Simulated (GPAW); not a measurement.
Runs of GPAW 26.7.0 on Ag. The structure is hexagonal, space group P6_3/mmc (No. 194). Conventional cell: a = 2.930 Å, b = 2.930 Å, c = 4.790 Å, α = 90.00°, β = 90.00°, γ = 120.00°. Ag (site symmetry -6m2) has 12 Ag at 2.93 Å as nearest neighbours. This isn't the form of Ag at room conditions, which is fcc.

| task | level | potentials or basis | cell | k mesh | band path | band points | optimizer | fmax | max steps | gap on the mesh (eV) | pressure (GPa) | relaxed volume (Å³/atom) |
| --- | --- | --- | --- | --- | --- | --- | --- | --- | --- | --- | --- | --- |
| band structure | LDA | the program's PAW data sets (release 1.2.1) made for this functional, pw | as given | 8 × 8 × 5 | GMKGALHA,LM,KH | 60 | - | - | - | - | -10.2 | - |
| relaxation of cell and atoms | PBEsol+D3(BJ)+ATM | PAW data sets generated in the run's folder for this functional, pw | relaxed | 8 × 8 × 4 | - | - | BFGS | 0.02 eV/Å | 60 | none | 0.1 | (b) |
| band structure | PBEsol | PAW data sets generated in the run's folder for this functional, pw | as given | 8 × 8 × 5 | GMKGALHA,LM,KH | 60 | - | - | - | - | -5.9 | - |
| relaxation of cell and atoms | PBEsol+D3(BJ) | PAW data sets generated in the run's folder for this functional, pw | relaxed | 8 × 8 × 4 | - | - | BFGS | 0.02 eV/Å | 60 | none | 0.1 | (a) |
| relaxation of cell and atoms | PBEsol | PAW data sets generated in the run's folder for this functional, pw | relaxed | 8 × 8 × 4 | - | - | BFGS | 0.02 eV/Å | 60 | none | 0.0 | 16.77 |

Alike in all rows: no spin polarisation; cutoff (eV) 600; smearing fermi-dirac 0.05 eV.

Estimate the missing entries.

(a) 16.02; (b) 16.19.

Caveats: later steps reuse the first step's grids (some runs); pairwise dispersion overbinds metals, which lowers pressure and volume (some runs).

A k mesh can miss the band edges, and the runs leave out spin-orbit coupling on Ag.

A gap of «none» marks a metal or a gap under the smearing width.

Not every run made on this cell is shown here.
